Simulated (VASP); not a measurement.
# Ti in VASP: further runs

One slab, Ti, is run at these levels: LDA; tasks: single point.

All numbers are computed with VASP 6.6.1; they aren't measurements. Logs are shortened: lines on timing, memory, paths and dates and some standing lists are left out, and cuts for length are marked.

### 1 The cell of the first run

The cell holds a slab with vacuum, 4 atoms: a = 2.864 Å, b = 2.864 Å, c = 22.241 Å, α = 90.00°, β = 90.00°, γ = 120.00°.

The slab is cut from a database's or a generator's crystal, which needn't be the stable form of the element.

### 2 Single point, LDA (the clean substrate in the cell of the map)

Input file INCAR:

```
SYSTEM = Ti
  PREC = Accurate
  ENCUT = 520
  EDIFF = 1E-6
  ISMEAR = 0
  SIGMA = 0.1
  LREAL = .FALSE.
  LASPH = .TRUE.
  NELM = 80
  ALGO = Fast
  ISIF = 2
  LWAVE = .FALSE.
  LCHARG = .FALSE.
  LDIPOL = .TRUE.
  IDIPOL = 3
  DIPOL = 0.5 0.5 0.333
  GGA = CA
  NBANDS = 32
```

Input file KPOINTS:

```
Automatic mesh
0
G
  9 9 1
  0 0 0
```

Input file POSCAR:

```
Ti
1.0
    2.8639615639      0.0000000000      0.0000000000
   -1.4319807819      2.4802634698      0.0000000000
    0.0000000000      0.0000000000     22.2412339090
Ti
4
Direct
    0.6666666667      0.3333333333      0.1798461370
    0.3333333333      0.6666666667      0.2817907594
    0.6666666667      0.3333333333      0.3878708239
    0.3333333333      0.6666666667      0.4829423562
```

Potentials or basis: VASP PAW LDA potentials, release 64 (Ti_sv).

Run with:

```sh
cat potpaw_LDA.64/Ti_sv/POTCAR > POTCAR
mpirun -np 1 vasp_std > vasp.out
```

OUTCAR:

```text
SYSTEM = Ti
   PREC = Accurate
   ENCUT = 520
   EDIFF = 1E-6
   ISMEAR = 0
   LREAL = .FALSE.
   LASPH = .TRUE.
   NELM = 80
   ISIF = 2
   GGA = CA

 ion  position               nearest neighbor table
   1  0.667  0.333  0.180-   2 2.81   2 2.81   2 2.81
   2  0.333  0.667  0.282-   1 2.81   1 2.81   1 2.81   3 2.88   3 2.88   3 2.88
   3  0.667  0.333  0.388-   4 2.68   4 2.68   4 2.68   2 2.88   2 2.88   2 2.88
   4  0.333  0.667  0.483-   3 2.68   3 2.68   3 2.68

  LATTYP: Found a hexagonal cell.
 ALAT       =     2.8639615639
 C/A-ratio  =     7.7658981843

  Lattice vectors:

 A1 = (   2.8639615639,   0.0000000000,   0.0000000000)
 A2 = (  -1.4319807819,   2.4802634698,   0.0000000000)
 A3 = (   0.0000000000,   0.0000000000,  22.2412339090)

Analysis of symmetry for initial positions (statically):
=====================================================================
 Subroutine PRICEL returns:
 Original cell was already a primitive cell.

 Routine SETGRP: Setting up the symmetry group for a
 hexagonal supercell.

 Subroutine GETGRP returns: Found  6 space group operations
 (whereof  6 operations were pure point group operations)
 out of a pool of 24 trial point group operations.

The static configuration has the point symmetry C_3v.

Analysis of symmetry for dynamics (positions and initial velocities):
=====================================================================
 Subroutine PRICEL returns:
 Original cell was already a primitive cell.

 Routine SETGRP: Setting up the symmetry group for a
 hexagonal supercell.

 Subroutine GETGRP returns: Found  6 space group operations
 (whereof  6 operations were pure point group operations)
 out of a pool of 24 trial point group operations.

The dynamic configuration has the point symmetry C_3v.

 Subroutine INISYM returns: Found  6 space group operations
 (whereof  6 operations are pure point group operations),
 and found     1 'primitive' translations

----------------------------------------------------------------------------------------

                                     Primitive cell

  volume of cell :     157.9879

  direct lattice vectors                    reciprocal lattice vectors
     2.863961564  0.000000000  0.000000000     0.349166697  0.201591487  0.000000000
    -1.431980782  2.480263470  0.000000000     0.000000000  0.403182973  0.000000000
     0.000000000  0.000000000 22.241233909     0.000000000  0.000000000  0.044961534

  length of vectors
     2.863961564  2.863961564 22.241233909     0.403182973  0.403182973  0.044961534

  position of ions in fractional coordinates (direct lattice)
     0.666666667  0.333333333  0.179846137
     0.333333333  0.666666667  0.281790759
     0.666666667  0.333333333  0.387870824
     0.333333333  0.666666667  0.482942356

  ion indices of the primitive-cell ions
   primitive index   ion index
                 1           1
                 2           2
                 3           3
                 4           4

----------------------------------------------------------------------------------------

 KPOINTS: Automatic mesh

Automatic generation of k-mesh.
 Grid dimensions read from file:
 generate k-points for:    9    9    1

 Generating k-lattice:

  Cartesian coordinates                     Fractional coordinates (reciprocal lattice)
     0.038796300  0.022399054  0.000000000     0.111111111  0.000000000  0.000000000
     0.000000000  0.044798108  0.000000000     0.000000000  0.111111111  0.000000000
     0.000000000  0.000000000  0.044961534     0.000000000  0.000000000  1.000000000

  Length of vectors
     0.044798108  0.044798108  0.044961534

  Shift w.r.t. Gamma in fractional coordinates (k-lattice)
     0.000000000  0.000000000  0.000000000

 Subroutine IBZKPT returns following result:
 ===========================================

 Found     12 irreducible k-points:

 Following reciprocal coordinates:
            Coordinates               Weight
  0.000000  0.000000  0.000000      1.000000
  0.111111  0.000000  0.000000      6.000000
  0.222222 -0.000000  0.000000      6.000000
  0.333333  0.000000  0.000000      6.000000
  0.444444 -0.000000  0.000000      6.000000
  0.111111  0.111111  0.000000      6.000000
  0.222222  0.111111  0.000000     12.000000
  0.333333  0.111111  0.000000     12.000000
  0.444444  0.111111  0.000000      6.000000
  0.222222  0.222222  0.000000      6.000000
  0.333333  0.222222  0.000000     12.000000
  0.333333  0.333333  0.000000      2.000000
   k-points           NKPTS =     12   k-points in BZ     NKDIM =     12   number of bands    NBANDS=     32
   number of dos      NEDOS =    301   number of ions     NIONS =      4
   total plane-waves  NPLWV =  96768
   dimension x,y,z NGX =    24 NGY =   24 NGZ =  168
   dimension x,y,z NGXF=    48 NGYF=   48 NGZF=  336
   ions per type =               4
   NGX,Y,Z   is equivalent  to a cutoff of  13.93, 13.93, 12.56 a.u.
   NGXF,Y,Z  is equivalent  to a cutoff of  27.86, 27.86, 25.11 a.u.
 SYSTEM =  Ti
   PREC   = accura    normal or accurate (medium, high low for compatibility)
   ISTART =      0    job   : 0-new  1-cont  2-samecut
   ICHARG =      2    charge: 1-file 2-atom 10-const
   ISPIN  =      1    spin polarized calculation?
   LNONCOLLINEAR =      F non collinear calculations
   LSORBIT =      F    spin-orbit coupling
   LASPH  =      T    aspherical Exc in radial PAW
   ENCUT  =  520.0 eV  38.22 Ry    6.18 a.u.   5.33  5.33 41.35*2*pi/ulx,y,z
   NELM   =     80;   NELMIN=  2; NELMDL= -5     # of ELM steps
   EDIFF  = 0.1E-05   stopping-criterion for ELM
   LREAL  =      F    real-space projection
[... 7 lines left out ...]
   TEBEG  =    0.0;   TEEND  =   0.0 temperature during run
   PSTRESS=    0.0 pullay stress
   NELECT =      48.0000    total number of electrons
   NUPDOWN=      -1.0000    fix difference up-down
   EMIN   =  10.00;   EMAX   =-10.00  energy-range for DOS
   EFERMI =   0.00;   METHOD = LEGACY
   ISMEAR =     0;   SIGMA  =   0.10  broadening in eV -4-tet -1-fermi 0-gaus
   EFERMI_NEDOS =   21; number of points for ismear=-14 and -15
   IALGO  =     68    algorithm
   IMIX   =      4    mixing-type and parameters
     AMIX     =   0.40;   BMIX     =  1.00
     AMIX_MAG =   1.60;   BMIX_MAG =  1.00
  volume/ion in A,a.u.               =      39.50       266.54
  Fermi-wavevector in a.u.,A,eV,Ry     =   1.100561  2.079758 16.479833  1.211234
  Thomas-Fermi vector in A             =   2.236974
   LORBIT       =      0    0 simple, 1 ext, 2 COOP (PROOUT), +10 PAW based schemes
   GGA     = CA    functional components
   LHFCALC =     F    Hartree Fock is set to
   AEXX    =    0.0000 exact exchange contribution
   IVDW    =     0    specifies the selected vdW correction
   LEPSILON=     F    determine dielectric tensor
   LRPA    =     F    only Hartree local field effects (RPA)
 non-spin polarized calculation
 RMM-DIIS sequential band-by-band and
 Gauss-broadening in eV      SIGMA  =   0.10
  energy-cutoff  :      520.00
  volume of cell :      157.99
 maximum number of plane-waves:      4289
 NGX is ok and might be reduce to    24
   NGX = 11   NGY = 11   NGZ = 83

 dipolmoment           0.000000      0.000000      0.010236 electrons x Angstroem

 number of electron      48.0000013 magnetization

 dipolmoment           0.000000      0.000000     -0.003602 electrons x Angstroem

 Free energy of the ion-electron system (eV)
  ---------------------------------------------------
  ext. energy  EPLUGINS =         0.00000000
  ---------------------------------------------------
  free energy    TOTEN  =       -32.17455850 eV

  energy without entropy =      -32.12962165  energy(sigma->0) =      -32.15209007

 E-fermi :   1.0167     XC(G=0):  -5.9287

 val. band max:        0.9857717271   @ k =   0.3333   0.3333   0.0000
 cond. band min:       1.0268990689   @ k =   0.3333   0.0000   0.0000
 fundamental gap:      0.0411273418
 Fermi energy:         1.0167372890

 k-point     1 :       0.0000    0.0000    0.0000
  band No.  band energies     occupation
      1     -55.1624      2.00000
      2     -55.1137      2.00000
      3     -54.9137      2.00000
      4     -54.8122      2.00000
      5     -32.0694      2.00000
      6     -31.9619      2.00000
[... 24 lines left out ...]
     31       2.1340      0.00000
     32       2.2571      0.00000

 k-point     2 :       0.1111    0.0000    0.0000
  band No.  band energies     occupation
      1     -55.1496      2.00000
      2     -55.0995      2.00000
      3     -54.9019      2.00000
      4     -54.8035      2.00000
      5     -32.0433      2.00000
      6     -31.9494      2.00000
[... 24 lines left out ...]
     31       2.0846      0.00000
     32       2.2044      0.00000

 k-point     3 :       0.2222   -0.0000    0.0000
  band No.  band energies     occupation
      1     -55.1172      2.00000
      2     -55.0630      2.00000
      3     -54.8715      2.00000
      4     -54.7818      2.00000
      5     -31.9795      2.00000
      6     -31.9248      2.00000
[... 24 lines left out ...]
     31       2.5332      0.00000
     32       2.6671      0.00000

 k-point     4 :       0.3333    0.0000    0.0000
  band No.  band energies     occupation
      1     -55.0799      2.00000
      2     -55.0210      2.00000
      3     -54.8360      2.00000
      4     -54.7580      2.00000
      5     -31.9565      2.00000
      6     -31.9295      2.00000
[... 234 lines left out ...]
     31       3.0512      0.00000
     32       3.1997      0.00000

 k-point    11 :       0.3333    0.2222    0.0000
  band No.  band energies     occupation
      1     -55.0448      2.00000
      2     -54.9810      2.00000
      3     -54.8014      2.00000
      4     -54.7368      2.00000
      5     -31.9678      2.00000
      6     -31.9521      2.00000
[... 24 lines left out ...]
     31       3.1337      0.00000
     32       3.6413      0.00000

 k-point    12 :       0.3333    0.3333    0.0000
  band No.  band energies     occupation
      1     -55.0383      2.00000
      2     -54.9736      2.00000
      3     -54.7948      2.00000
      4     -54.7331      2.00000
      5     -31.8963      2.00000
      6     -31.8949      2.00000
[... 24 lines left out ...]
     31       3.1581      0.00000
     32       3.9325      0.00000

------------------------ aborting loop because EDIFF is reached ----------------------------------------

 vacuum level on the upper side and lower side of the slab       (xc-potential included)        -0.063         0.026

  FORCE on cell =-STRESS in cart. coord.  units (eV):
  Direction    XX          YY          ZZ          XY          YZ          ZX
  --------------------------------------------------------------------------------------
  -------------------------------------------------------------------------------------
  Total       -1.6417579     -1.6417579     -1.5026837     -0.0000000     -0.0000000     -0.0000000
  in kB      -16.6492937    -16.6492937    -15.2389235     -0.0000000     -0.0000000     -0.0000000
  external PRESSURE =     -16.1791703 kB  Pullay stress =       0.0000000 kB

 VOLUME and BASIS-vectors are now :
 -----------------------------------------------------------------------------
  energy-cutoff  :      520.00
  volume of cell :      157.99
      direct lattice vectors                 reciprocal lattice vectors
     2.863961564  0.000000000  0.000000000     0.349166697  0.201591487  0.000000000
    -1.431980782  2.480263470  0.000000000     0.000000000  0.403182973  0.000000000
     0.000000000  0.000000000 22.241233909     0.000000000  0.000000000  0.044961534

 POSITION                                       TOTAL-FORCE (eV/Angst)
 -----------------------------------------------------------------------------------
      1.43198      0.82675      4.00000        -0.000000     -0.000000      0.603766
     -0.00000      1.65351      6.26737        -0.000000      0.000000     -0.530494
      1.43198      0.82675      8.62673         0.000000      0.000000     -0.115609
     -0.00000      1.65351     10.74123        -0.000000     -0.000000      0.042337
 -----------------------------------------------------------------------------------
    total drift:                                0.000000      0.000000      0.000283

  FREE ENERGIE OF THE ION-ELECTRON SYSTEM (eV)
  ---------------------------------------------------
  free  energy   TOTEN  =       -32.1745584960 eV

  energy  without entropy=      -32.1296216462  energy(sigma->0) =      -32.15209007

 vacuum level on the upper side and lower side of the slab         5.655         5.747
```

Run time: 7.7 min. Hardware: 1 thread of Intel Xeon Platinum 8375C at 2.90GHz (Ice Lake), shared host; peak memory 0.24 GiB.

Results:

```
Free energy            : -32.1746 eV
Largest force          : 0.604 eV/Å
Band gap on the k mesh : none (metal or under the smearing width)
```

Forces in eV/Å, atoms in the order of the input:
```
Ti   0.000  0.000  0.604
Ti   0.000  0.000 -0.530
Ti   0.000  0.000 -0.116
Ti   0.000  0.000  0.042
```

### 3 Single point, LDA (clean slab, lower half held)

Input file INCAR:

```
ALGO = Normal ; DIPOL = 0.5 0.5 0.500
EDIFF = 1E-6 ; ENCUT = 520
IDIPOL = 3 ; ISIF = 2
ISMEAR = 0 ; LASPH = T
LCHARG = F ; LDIPOL = T
LREAL = F ; LWAVE = F
NBANDS = 32 ; NELM = 60
PREC = Accurate ; SIGMA = 0.1
```

Input file KPOINTS:

```
k-points
0
Gamma
  12 12 1
```

Input file POSCAR:

```
Ti
1.0
    2.8639615639      0.0000000000      0.0000000000
   -1.4319807819      2.4802634698      0.0000000000
    0.0000000000      0.0000000000     20.8021225770
Ti
4
Direct
    0.6666666667      0.3333333333      0.3365041223
    0.3333333333      0.6666666667      0.4455013741
    0.6666666667      0.3333333333      0.5589201620
    0.3333333333      0.6666666667      0.6605688366
```

Potentials or basis: VASP PAW LDA potentials, release 64 (Ti_sv).

Run with:

```sh
cat potpaw_LDA.64/Ti_sv/POTCAR > POTCAR
mpirun -np 1 vasp_std > vasp.out
```

OUTCAR:

```text
EDIFF = 1E-6
   ENCUT = 520
   ISIF = 2
   ISMEAR = 0
   LASPH = T
   LREAL = F
   NELM = 60
   PREC = Accurate

 ion  position               nearest neighbor table
   1  0.667  0.333  0.337-   2 2.81   2 2.81   2 2.81
   2  0.333  0.667  0.446-   1 2.81   1 2.81   1 2.81   3 2.88   3 2.88   3 2.88
   3  0.667  0.333  0.559-   4 2.68   4 2.68   4 2.68   2 2.88   2 2.88   2 2.88
   4  0.333  0.667  0.661-   3 2.68   3 2.68   3 2.68

  LATTYP: Found a hexagonal cell.
 ALAT       =     2.8639615639
 C/A-ratio  =     7.2634084337

  Lattice vectors:

 A1 = (   2.8639615639,   0.0000000000,   0.0000000000)
 A2 = (  -1.4319807819,   2.4802634698,   0.0000000000)
 A3 = (   0.0000000000,   0.0000000000,  20.8021225770)

Analysis of symmetry for initial positions (statically):
=====================================================================
 Subroutine PRICEL returns:
 Original cell was already a primitive cell.

 Routine SETGRP: Setting up the symmetry group for a
 hexagonal supercell.

 Subroutine GETGRP returns: Found  6 space group operations
 (whereof  6 operations were pure point group operations)
 out of a pool of 24 trial point group operations.

[... 170 lines left out ...]
 fundamental gap:      0.0172192606
 Fermi energy:         1.3840267916

 k-point     1 :       0.0000    0.0000    0.0000
  band No.  band energies     occupation
      1     -54.7801      2.00000
      2     -54.7208      2.00000
      3     -54.5412      2.00000
      4     -54.4309      2.00000
      5     -31.6900      2.00000
      6     -31.5825      2.00000
[... 654 lines left out ...]
     31       3.5423      0.00000
     32       4.1109      0.00000

------------------------ aborting loop because EDIFF is reached ----------------------------------------

 vacuum level on the upper side and lower side of the slab       (xc-potential included)        -0.224        -0.158

  FORCE on cell =-STRESS in cart. coord.  units (eV):
  Direction    XX          YY          ZZ          XY          YZ          ZX
  --------------------------------------------------------------------------------------
  -------------------------------------------------------------------------------------
  Total       -1.5695354     -1.5695354     -1.5372518     -0.0000000      0.0000000      0.0000000
  in kB      -17.0180206    -17.0180206    -16.6679787     -0.0000000      0.0000000      0.0000000
  external PRESSURE =     -16.9013400 kB  Pullay stress =       0.0000000 kB

 VOLUME and BASIS-vectors are now :
 -----------------------------------------------------------------------------
  energy-cutoff  :      520.00
  volume of cell :      147.77
      direct lattice vectors                 reciprocal lattice vectors
     2.863961564  0.000000000  0.000000000     0.349166697  0.201591487  0.000000000
    -1.431980782  2.480263470  0.000000000     0.000000000  0.403182973  0.000000000
     0.000000000  0.000000000 20.802122577     0.000000000  0.000000000  0.048072017

 POSITION                                       TOTAL-FORCE (eV/Angst)
 -----------------------------------------------------------------------------------
      1.43198      0.82675      7.00000        -0.000000     -0.000000      0.635372
     -0.00000      1.65351      9.26737         0.000000      0.000000     -0.604738
      1.43198      0.82675     11.62673         0.000000     -0.000000     -0.028084
     -0.00000      1.65351     13.74123        -0.000000      0.000000     -0.002550
 -----------------------------------------------------------------------------------
    total drift:                                0.000000      0.000000     -0.000774

  FREE ENERGIE OF THE ION-ELECTRON SYSTEM (eV)
  ---------------------------------------------------
  free  energy   TOTEN  =       -32.1781554385 eV

  energy  without entropy=      -32.1374033120  energy(sigma->0) =      -32.15777938

 vacuum level on the upper side and lower side of the slab         5.909         5.980
```

OSZICAR:

```text
N       E                     dE             d eps       ncg     rms          rms(c)
DAV:   1     0.609509347466E+03    0.60951E+03   -0.26376E+04  1320   0.159E+03
DAV:   2     0.416319532327E+02   -0.56788E+03   -0.55463E+03  1288   0.507E+02
DAV:   3    -0.257999551511E+02   -0.67432E+02   -0.65198E+02  2128   0.153E+02
DAV:   4    -0.367999298865E+02   -0.11000E+02   -0.10897E+02  1808   0.532E+01
[... 20 lines left out ...]
DAV:  25    -0.321781357235E+02   -0.37464E-04   -0.43177E-06  1176   0.106E-02    0.275E-03
DAV:  26    -0.321781475740E+02   -0.11850E-04   -0.11587E-06  1096   0.793E-03    0.258E-03
DAV:  27    -0.321781534309E+02   -0.58569E-05   -0.52215E-07   992   0.662E-03    0.182E-03
DAV:  28    -0.321781546642E+02   -0.12332E-05   -0.15506E-07   880   0.285E-03    0.188E-03
DAV:  29    -0.321781554385E+02   -0.77429E-06   -0.18815E-07   888   0.328E-03
   1 F= -.32178155E+02 E0= -.32157779E+02  d E =-.407521E-01
```

It took 4.5 min on 1 thread of Intel Xeon Platinum 8375C at 2.90GHz (Ice Lake), shared host; peak memory 0.25 GiB.

What came out:

```
Free energy            : -32.1782 eV
Largest force          : 0.635 eV/Å
Band gap on the k mesh : none (metal or under the smearing width)
```

Forces in eV/Å, atoms in the order of the input:
```
Ti   0.000  0.000  0.635
Ti   0.000  0.000 -0.605
Ti   0.000  0.000 -0.028
Ti   0.000  0.000 -0.003
```

Levels at points of the mesh, in eV from the Fermi level:
```
           k point  band 22  band 23  band 24  band 25  band 26  band 27
(0.00, 0.00, 0.00)    -0.05     0.53     0.56     0.64     0.64     0.73
(0.50, 0.00, 0.00)    -1.19    -0.74     0.10     0.63     0.71     1.18
```
